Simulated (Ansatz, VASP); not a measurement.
Given: the input of a run of VASP 6.6.1 on Fe. 

Contents of INCAR:

```
PREC = Accurate ; ENCUT = 520
EDIFF = 1E-6 ; ISMEAR = 0
SIGMA = 0.028000000000000004 ; LREAL = F
LASPH = T ; NELM = 150
ALGO = Normal ; ISIF = 2
LWAVE = F ; LCHARG = T
ISPIN = 2 ; MAGMOM = 3
LORBIT = 11 ; LMAXMIX = 4
GGA = PE ; LELF = T
LVHAR = T
```

Contents of KPOINTS:

```
Automatic mesh
0
Gamma
  13 13 13
```

POSCAR

```
Fe
1.0
   -1.4430000000      1.4430000000      1.4430000000
    1.4430000000     -1.4430000000      1.4430000000
    1.4430000000      1.4430000000     -1.4430000000
Fe
1
Direct
    0.0000000000      0.0000000000      0.0000000000
```

Potentials or basis: VASP PAW PBE potentials, release 64 (Fe).

Run with:

```console
$ cat potpaw_PBE.64/Fe/POTCAR > POTCAR
$ mpirun -np 1 vasp_std > vasp.out
```

Task: What does the same run look like in Ansatz 0.2.0? Potentials or basis there: all-electron LAPW, scalar-relativistic.

Result: As run (cutoffs and basis follow the program's own potentials, and thresholds, step limits or extra output files can differ):

The input input.yaml:

```yaml
crystal:
  lattice:
    - [-1.443, 1.443, 1.443]
    - [1.443, -1.443, 1.443]
    - [1.443, 1.443, -1.443]
  atoms:
    - { symbol: Fe, position: [0.0, 0.0, 0.0], spin: 3.0 }
kpoints:
  mp_grid: { grid: [13, 13, 13] }
scf:
  occupations: { method: gaussian, width: 0.028 }
hamiltonian:
  xc: pbe
  pseudopotentials: { kind: all_electron, lapw: { basis_error: 0.001 } }
magnetization:
  spin_polarized: true
output:
  forces: true
  stress: true
  eigenvalues: true
```

Potentials or basis: all-electron LAPW, scalar-relativistic.

Command:

```console
$ ansatz run input.yaml --threads 2 --pin off --max-ram 6144MiB --backend cpu --events-out ev --progress --plain --runs-dir out
```

Both were run:

|  | VASP | Ansatz |
| --- | --- | --- |
| Pressure | -9.3 GPa | -9.7 GPa |
| Net moment | 2.28 μB per cell | 2.25 μB per cell |

Where Ansatz's input types no cutoff or centring, it takes its own default and a Γ-centred mesh.

The magnetic state is the one that the start led to; the real crystal's order can differ.

Pressure is positive in compression.
